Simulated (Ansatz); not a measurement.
# MgS (Fm-3m): G0W0 and the choice of datasets

```xyz
2
Lattice="0.0000 2.5800 2.5800 2.5800 0.0000 2.5800 2.5800 2.5800 0.0000" Properties=species:S:1:pos:R:3 pbc="T T T"
Mg    0.0000    0.0000    0.0000
S     2.5800    2.5800    2.5800
```

Held fixed (Ansatz):

```yaml
orbitals: r²SCAN
k_mesh: 4×4×4
empty_bands: 221
response_cutoff: 200 eV
frequencies: contour deformation
q_→_0_term: analytic weight of Carrier, Rohra and Görling
band_sums: cut at the band count
```

The gap is read from Γ to k = (0, -0.5, -0.5), linearised, between the Kohn-Sham band edges among the points solved. The direct gap is read between the top filled and lowest empty Kohn-Sham band at Γ. ε∞ is the electronic dielectric constant on this mesh.

```json
{"datasets, wave cutoff": "all-electron, 2640 eV", "KS gap (eV)": "3.50", "G0W0 gap (eV)": "4.65", "direct at Γ (eV)": "5.76", "ε∞": "5.1"}
{"datasets, wave cutoff": "hard PAW, 700 eV", "KS gap (eV)": "3.50", "G0W0 gap (eV)": "4.63", "direct at Γ (eV)": "5.77", "ε∞": "5.1"}
{"datasets, wave cutoff": "hand-made PAW, accurate, 760 eV", "KS gap (eV)": "3.50", "G0W0 gap (eV)": "4.64", "direct at Γ (eV)": "5.78", "ε∞": "5.1"}
{"datasets, wave cutoff": "hand-made PAW, 620 eV", "KS gap (eV)": "3.50", "G0W0 gap (eV)": "4.64", "direct at Γ (eV)": "5.78", "ε∞": "5.1"}
{"datasets, wave cutoff": "JTH PAW, 700 eV", "KS gap (eV)": "3.51", "G0W0 gap (eV)": "4.87", "direct at Γ (eV)": "5.82", "ε∞": "5.1"}
{"datasets, wave cutoff": "soft PAW (1st gen.), 500 eV", "KS gap (eV)": "3.50", "G0W0 gap (eV)": "4.68", "direct at Γ (eV)": "5.80", "ε∞": "5.1"}
{"datasets, wave cutoff": "norm-conserving, 1143 eV", "KS gap (eV)": "3.50", "G0W0 gap (eV)": "4.72", "direct at Γ (eV)": "5.92", "ε∞": "5.1"}
```

Farthest from all-electron, 2640 eV in the G0W0 gap: JTH PAW, 700 eV (+0.22 eV). The nearest differs by 0.006 eV.

The cell is a model at fixed atoms and needn't be the relaxed known crystal. The PAW or pseudopotential files were made with PBE. Soft PAW datasets can miss an all-electron G0W0 gap by more than 5 %. With norm-conserving pseudopotentials the core–valence exchange is only approximate, which can shift gaps by tenths of an eV and RPA lattice constants by most of a per cent. Points k are given in fractions of the reciprocal vectors. The mesh is coarse, so these are values at the stated settings, not converged ones. Band sums or response are cut, so the gap isn't at its basis limit. The gap is read on the mesh, and the crystal's band edges can lie off it. With r²SCAN or HSE06 the Kohn-Sham levels are generalised ones. Meshes this coarse can overestimate the dielectric constant by a tenth and more.
